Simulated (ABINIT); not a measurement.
A run of ABINIT 10.8.3 (patched build):

The input run.abi:

```
# Datasets: ground state, then fixed potential
ndtset 2

# Pseudopotentials
pp_dirpath "./"
pseudos "Na.GGA_PBE-JTH.xml"

# Structure
acell 3.708320779 3.708320779 3.708320779 Angstrom
rprim
    -0.5773502692     0.5773502692     0.5773502692
     0.5773502692    -0.5773502692     0.5773502692
     0.5773502692     0.5773502692    -0.5773502692
ntypat 1
znucl 11
natom 1
typat 1
xcart
     0.0000000000     0.0000000000     0.0000000000

# Plane-wave basis
ecut 48.0
pawecutdg 72.0

# Exchange and correlation
ixc -497498
usekden 1
pawxcdev 0

# Bands and occupations
occopt 3
tsmear 0.05 eV

# SCF cycle
nstep 100

# Output
iomode 3
prtwf 0
prteig 0
prtebands 0
enunit 1
prtden1 1
prtkden1 1

# Dataset 1
kptopt1 1
ngkpt1 9 9 9
nshiftk1 1
shiftk1 0.0 0.0 0.0
nband1 9
tolvrs1 1.0e-7

# Dataset 2: bands along G-H-N-G-P-H
iscf2 -2
getden2 1
getkden2 1
nband2 15
nbdbuf2 4
tolwfr2 1.0e-11
kptopt2 -5
ndivsm2 8
prteig2 1
prtvol2 -3
kptbounds2
     0.0000000000     0.0000000000     0.0000000000
     0.5000000000    -0.5000000000     0.5000000000
     0.0000000000     0.0000000000     0.5000000000
     0.0000000000     0.0000000000     0.0000000000
     0.2500000000     0.2500000000     0.2500000000
     0.5000000000    -0.5000000000     0.5000000000
```

Potentials or basis: JTH PAW PBE v2.0.

Run with:

```sh
$ mpirun --bind-to none -np 4 abinit run.abi > log 2>&1
```

Hardware: 4 MPI ranks on Arm Neoverse V2, on a shared host.

Task: Estimate the wall time of this run.

Result: Run time: 62 s on 4 MPI ranks on Arm Neoverse V2, with other jobs on the host, peak memory 0.64 GiB a rank. Counts: scf iterations 9, mpi ranks 4, k points 35, bands 9, plane waves 4244.
